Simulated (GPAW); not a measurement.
# Collinear magnetic orders of Fe3 Cr2 Fe3 001 with GPAW, part 2 of 2

Wanted: the moments of Fe3 Cr2 Fe3 001 and the energy of each order that was tried.

GPAW 26.7.0; PBE; plane waves with GPAW's PAW setups, scalar-relativistic.

So far. Step 2 (Start 1: ferro ++++++): After 64 cycles the largest moment stands at 2.92 μB.

### 3. Order 2, typed as antiferro +++---

Another pattern of signs weighs the neighbour shells otherwise.

order2.py

```python
import json
import numpy as np
from ase import Atoms
from ase.parallel import paropen, parprint
from gpaw import GPAW

atoms = Atoms(['Fe', 'Fe', 'Fe', 'Cr', 'Cr', 'Fe', 'Fe', 'Fe'],
    cell=[[2.884, 0.0, 0.0],
         [0.0, 2.884, 0.0],
         [0.0, 0.0, 21.979]],
    scaled_positions=[[0.0, 0.0, 0.272988],
         [0.5, 0.5, 0.337536],
         [0.0, 0.0, 0.402084],
         [0.5, 0.5, 0.467179],
         [0.0, 0.0, 0.532821],
         [0.5, 0.5, 0.597916],
         [0.0, 0.0, 0.662464],
         [0.5, 0.5, 0.727012]],
    pbc=True,
    magmoms=[2.6, 2.6, 2.6, 0.0, 0.0, -2.6, -2.6, -2.6])
atoms.calc = GPAW(mode={'name': 'pw', 'ecut': 450},
    xc='PBE',
    kpts={'size': (20, 20, 1), 'gamma': True},
    occupations={'name': 'fermi-dirac', 'width': 0.05},
    convergence={'density': 1e-05, 'energy': 1e-05},
    maxiter=250,
    mixer={'name': 'pulay', 'beta': 0.03, 'nmaxold': 8, 'weight': 100},
    symmetry={'tolerance': 1e-4},
    txt='order2.txt')
e = atoms.get_potential_energy(force_consistent=True)
res = {'free_energy': e, 'energy_sigma0': atoms.get_potential_energy(), 'fermi_energy': atoms.calc.get_fermi_level()}
res['moments'] = atoms.get_magnetic_moments().tolist()
res['total'] = atoms.get_magnetic_moment()
parprint('site moments (muB):', np.round(res['moments'], 3))
parprint(f"total moment: {res['total']:.3f} muB")
parprint(f'free energy: {e:.6f} eV')
atoms.calc.write('order2.gpw')
with paropen('results.json', 'w') as f:
    json.dump(res, f)
```

Launch:

```bash
$ OMP_NUM_THREADS=1 mpirun -n 4 gpaw python order2.py > order2.log
```

Numbers of over 12 decimals in the logs are rounded to 6 here.

The program printed:

```text
site moments (muB): [ 2.934  2.404  2.265 -1.054  1.054 -2.265 -2.404 -2.934]
total moment: -0.000 muB
free energy: -69.814668 eV

--- order2.txt ---
Input parameters:
  mode=PW(ecut=450),
  convergence={'density': 1e-05, 'energy': 1e-05},
  kpts=MonkhorstPack(size=(20, 20, 1), gamma=True),
  maxiter=250,
  mixer=Pulay(name='pulay', nmaxold=8, beta=0.03, weight=100, sigma=0.015, g_ss=None),
  occupations=Occupations(name='fermi-dirac', width=0.05),
  symmetry=Symmetry(tolerance=0.0001),
  xc=XC(name='PBE')

Diagonalizing LCAO Hamiltonian
Converting LCAO to pw mode
   .------.
  /|      |
 * |      |
 | |      |
 | |      |
 | |      |
 | |      |
 | |      |
 | |  Fe  |
 | |      |
 | |      |
 Fe|      |
 | |  Fe  |
 | |      |
 | |      |
 Cr|  Cr  |
 | |      |
 | |      |
 Fe|      |
 | |  Fe  |
 | |      |
 | |      |
 Fe|      |
 | |      |
 | |      |
 | |      |
 | |      |
 | .------.
 |/      /
 *------*

Atoms  # Å, Bohr magnetons
|   | symbol |        x |        y |         z |    initial magnetic moments |
|---|--------|----------|----------|-----------|-----------------------------|
| 0 |     Fe | 0.000000 | 0.000000 |  6.000003 | ( 0.0000,  0.0000,  2.6000) |
| 1 |     Fe | 1.442000 | 1.442000 |  7.418704 | ( 0.0000,  0.0000,  2.6000) |
| 2 |     Fe | 0.000000 | 0.000000 |  8.837404 | ( 0.0000,  0.0000,  2.6000) |
| 3 |     Cr | 1.442000 | 1.442000 | 10.268127 | ( 0.0000,  0.0000,  0.0000) |
| 4 |     Cr | 0.000000 | 0.000000 | 11.710873 | ( 0.0000,  0.0000,  0.0000) |
| 5 |     Fe | 1.442000 | 1.442000 | 13.141596 | ( 0.0000,  0.0000, -2.6000) |
| 6 |     Fe | 0.000000 | 0.000000 | 14.560296 | ( 0.0000,  0.0000, -2.6000) |
| 7 |     Fe | 1.442000 | 1.442000 | 15.978997 | ( 0.0000,  0.0000, -2.6000) |

Unit cell  # Å
| periodic |        x |        y |         z |   lengths |    angles |
|----------|----------|----------|-----------|-----------|-----------|
|      yes | 2.884000 | 0.000000 |  0.000000 |  2.884000 | 90.000000 |
|      yes | 0.000000 | 2.884000 |  0.000000 |  2.884000 | 90.000000 |
|      yes | 0.000000 | 0.000000 | 21.979000 | 21.979000 | 90.000000 |

Number of symmetries: 8

BZ-sampling:
  Number of BZ points: 400
  Number of IBZ points: 66

  Monkhorst-Pack size: [20, 20, 1]
  Monkhorst-Pack shift: [0.025, 0.025, 0.0]

Plane wave coefficients: 3994
Cutoff: 450.000000 eV

Spin-components: 2 (collinear spins)
Bands:           40
Projectors:      48
Spin-degeneracy: 1
Datatype:        complex128

Parallelization:
  kpt:    4
  domain: 1
  band:   1

Density:
  Valence electrons: 60.0
  Components: 2
  Grid points: [ 15  15 108]
  Charge: 0.0  # |e|

Potential:
  Grid points: [ 15  15 108]

[... setups left out ...]
Reference energy: -264881.482499  # eV

eigensolver:
  PPCG
  Converge bands: occupied
  niter=2

density mixing:
  Pulay-Mixer
  Linear mixing parameters: 0.03
  Old densities: 8
  Fourier metric: weight=100, sigma=0.015

occupation numbers:
  Fermi-Dirac:
    width: 0.0500  # eV

poisson solver:
  ecut: 3600.000000  # eV

xc functional:
  name: PBE with 2 nearest neighbor stencil

convergence criteria:
- Maximum integral of absolute [dens]ity change: 1e-05 electrons / valence electron
- Maximum [total energy] change in last 3 cyles: 1e-05 eV / valence electron
- Maximum integral of absolute [eigenst]ate change: 4e-08 eV^2 / valence electron
maximum number of iterations: 250

SCF iterations
|iter     |      energy | eigst |  dens |  magmom |
|---------|-------------|-------|-------|---------|
|iter:   1|       0s |  -81.768200 | +0.50 |       |  -0.0000|
|iter:   2|       8s |  -74.557525 | -0.21 | -0.52 |  -0.0001|
|iter:   3|      17s |  -72.440384 | -0.60 | -0.70 |  +0.0001|
|iter:   4|      25s |  -71.899407 | -1.33 | -0.77 |  -0.0004|
|iter:   5|      33s |  -71.072801 | -0.99 | -0.84 |  +0.0042|
|iter:   6|      42s |  -70.510174 | -1.66 | -0.83 |  -0.0019|
|iter:   7|      50s |  -69.474996 | -0.72 | -0.89 |  -0.0016|
|iter:   8|      59s |  -69.330535 | -1.67 | -1.10 |  -0.0016|
|iter:   9|      67s |  -69.388501 | -2.21 | -1.20 |  -0.0013|
|iter:  10|      76s |  -69.467503 | -1.67 | -1.18 |  -0.0016|
[... 69 iterations left out ...]
|iter:  80|     623s |  -69.782081c| -8.68c| -4.74 |  +0.0000|
|iter:  81|     627s |  -69.782081c| -8.71c| -4.78 |  +0.0000|
|iter:  82|     631s |  -69.782081c| -8.73c| -4.79 |  +0.0000|
|iter:  83|     635s |  -69.782081c| -8.72c| -4.80 |  +0.0000|
|iter:  84|     638s |  -69.782081c| -8.70c| -4.83 |  +0.0000|
|iter:  85|     642s |  -69.782081c| -7.99c| -4.84 |  +0.0000|
|iter:  86|     646s |  -69.782081c| -8.26c| -4.92 |  +0.0000|
|iter:  87|     650s |  -69.782080c| -8.23c| -4.95 |  -0.0000|
|iter:  88|     654s |  -69.782080c| -8.65c| -4.98 |  -0.0000|
|iter:  89|     658s |  -69.782080c| -8.38c| -5.01c|  -0.0000|

Converged in 89 steps
Energy contributions relative to reference atoms: (reference = -264881.482499)

Energy contributions:
  Kinetic:           8.921447
  Coulomb:         -14.547335
  Zero:              1.254523
  External:          0.000000
  Xc:              -65.378128
  Entropy:          -0.065175
  Spinorbit:         0.000000
  ----------------------------
  Free energy:     -69.814668
  Extrapolated:    -69.782080

dipole moment: (-28.267180, -28.267180, -0.000409)  # |e|*Ang

Total magnetic moment: (0.000000, 0.000000, -0.000000)

Local magnetic moments
|        x |        y |         z |
|----------|----------|-----------|
| 0.000000 | 0.000000 |  2.934185 |  # Fe   0
| 0.000000 | 0.000000 |  2.403700 |  # Fe   1
| 0.000000 | 0.000000 |  2.264853 |  # Fe   2
| 0.000000 | 0.000000 | -1.053694 |  # Cr   3
| 0.000000 | 0.000000 |  1.053697 |  # Cr   4
| 0.000000 | 0.000000 | -2.264850 |  # Fe   5
| 0.000000 | 0.000000 | -2.403703 |  # Fe   6
| 0.000000 | 0.000000 | -2.934183 |  # Fe   7

Fermi level: 3.527
Eigenvalues  # (at kpt = [-0.000, -0.000, 0.000])
| band index |      eig [eV] | occ [0-1] |      eig [eV] | occ [0-1] |
|------------|---------------|-----------|---------------|-----------|
|          0 |        -4.531 |     1.000 |        -4.531 |     1.000 |
|        ... |               |           |               |           |
|         22 |         2.444 |     1.000 |         2.444 |     1.000 |
|         23 |         2.444 |     1.000 |         2.444 |     1.000 |
|         24 |         2.632 |     1.000 |         2.632 |     1.000 |
|         25 |         2.718 |     1.000 |         2.718 |     1.000 |
|         26 |         2.718 |     1.000 |         2.718 |     1.000 |
|         27 |         2.886 |     1.000 |         2.886 |     1.000 |
|         28 |         3.152 |     0.999 |         3.152 |     0.999 |
|         29 |         3.152 |     0.999 |         3.152 |     0.999 |
|         30 |         3.630 |     0.113 |         3.630 |     0.113 |
|         31 |         3.662 |     0.063 |         3.662 |     0.063 |
|         32 |         3.664 |     0.060 |         3.664 |     0.060 |
|         33 |         3.664 |     0.060 |         3.664 |     0.060 |
|         34 |         3.817 |     0.003 |         3.817 |     0.003 |
|         35 |         4.423 |     0.000 |         4.423 |     0.000 |
|         36 |         4.563 |     0.000 |         4.563 |     0.000 |
|         37 |         4.563 |     0.000 |         4.563 |     0.000 |
|        ... |               |           |               |           |
|         39 |         4.614 |     0.000 |         4.614 |     0.000 |

No gap
No difference between direct/indirect transitions
```

It took 11 min on 4 MPI ranks of Arm Neoverse V1, shared host; peak memory 1.2 GiB; 45 min of CPU time.

Spin moment in the augmentation sphere by atom:

| atom | spin moment in the augmentation sphere (μB) |
| --- | --- |
| Fe1 | 2.93 |
| Fe2 | 2.40 |
| Fe3 | 2.26 |
| Cr4 | -1.05 |
| Cr5 | 1.05 |
| Fe6 | -2.26 |
| Fe7 | -2.40 |
| Fe8 | -2.93 |

This step gave:

```yaml
magnetization: 0 μB
final_state: antiferromagnetic
```

It lies 24.9 meV a seeded atom under the first start, and its largest moment is 2.93 μB against 2.92 μB.

### 4. Start 3: no spin polarisation

This run holds no moments, which gives a state to set the others against.

nospin.py is the script of step 3 with these lines changed:

```diff
@@ -18,4 +18,3 @@
          [0.5, 0.5, 0.727012]],
-    pbc=True,
-    magmoms=[2.6, 2.6, 2.6, 0.0, 0.0, -2.6, -2.6, -2.6])
+    pbc=True)
 atoms.calc = GPAW(mode={'name': 'pw', 'ecut': 450},
@@ -28,11 +27,7 @@
     symmetry={'tolerance': 1e-4},
-    txt='order2.txt')
+    txt='nospin.txt')
 e = atoms.get_potential_energy(force_consistent=True)
 res = {'free_energy': e, 'energy_sigma0': atoms.get_potential_energy(), 'fermi_energy': atoms.calc.get_fermi_level()}
-res['moments'] = atoms.get_magnetic_moments().tolist()
-res['total'] = atoms.get_magnetic_moment()
-parprint('site moments (muB):', np.round(res['moments'], 3))
-parprint(f"total moment: {res['total']:.3f} muB")
 parprint(f'free energy: {e:.6f} eV')
-atoms.calc.write('order2.gpw')
+atoms.calc.write('nospin.gpw')
 with paropen('results.json', 'w') as f:
```

Launch:

```bash
$ OMP_NUM_THREADS=1 mpirun -n 4 gpaw python nospin.py > nospin.log
```

The program printed:

```text
free energy: -65.999575 eV

--- nospin.txt ---
Input parameters:
  mode=PW(ecut=450),
  convergence={'density': 1e-05, 'energy': 1e-05},
  kpts=MonkhorstPack(size=(20, 20, 1), gamma=True),
  maxiter=250,
  mixer=Pulay(name='pulay', nmaxold=8, beta=0.03, weight=100, sigma=0.015, g_ss=None),
  occupations=Occupations(name='fermi-dirac', width=0.05),
  symmetry=Symmetry(tolerance=0.0001),
  xc=XC(name='PBE')

[...]
|          0 |        -4.738 |     2.000 |
|        ... |               |           |
|         23 |         2.442 |     2.000 |
|         24 |         2.542 |     2.000 |
|         25 |         2.628 |     2.000 |
|         26 |         2.628 |     2.000 |
[...]
|         36 |         3.456 |     0.003 |
|         37 |         3.535 |     0.001 |
|         38 |         3.535 |     0.001 |
|         39 |         3.740 |     0.000 |

No gap
No difference between direct/indirect transitions


[key lines of the parts left out:]
Free energy:     -65.999575
Converged in 93 steps
dipole moment: (-28.333551, -28.333551, -0.000412)  # |e|*Ang
Fermi level: 3.125
```

Run time: 5.2 min. Hardware: 4 MPI ranks; peak memory 0.99 GiB.

Read from the output:

```
final state : non-magnetic (no spin polarisation)
```

It lies 611 meV a seeded atom over the first start.

### 5. The states side by side

These are free energies at a smearing of 0.05 eV, so its entropy term is in the differences. They are divided by the number of seeded atoms, so that cells of unlike size compare.

Orders:

| start | final state | typed order kept | energy over the lowest (meV a seeded atom) | largest site moment (μB) | net moment (μB a primitive cell) | mesh matched | CPU time (s) |
| --- | --- | --- | --- | --- | --- | --- | --- |
| ferro ++++++ | ferromagnetic | yes | 24.89 | 2.924 | 14.55 | yes | 2362 |
| antiferro +++--- | antiferromagnetic | yes | 0 | 2.934 | 0 | yes | 2694 |
| no spin polarisation | non-magnetic | - | 635.8 | 0 | 0 | yes | 1252 |

### 6. Results

```yaml
lowest_state_found: antiferromagnetic (typed antiferro +++---)
largest_site_moment: 2.93 μB
next_state: ferromagnetic, 24.9 meV a seeded atom higher
energy_gained_by_spin_polarisation: 636 meV a seeded atom
```

The lowest state found is antiferromagnetic, reached from the start antiferro +++---, with moments up to 2.93 μB. The next state costs 25 meV a seeded atom. This is the lowest of 3 finished starts, no proof of the ground state.

[Logs and program files are shortened in this print: banners, set-up blocks, solver, clock and traceback lines can be left out without a mark of their own.]

[Logs are printed without paths, hosts, clocks, repeated set-up lines and the standing remarks that a program may print on its own settings, such as how far it seeks lower states.]

[Hosts, paths, dates, database ids (printed as entryN), source tags and the programs' standing remarks are cut or masked in the printed files.]

[Where a cell is said to come from a database of computed structures, the database is the Materials Project.]
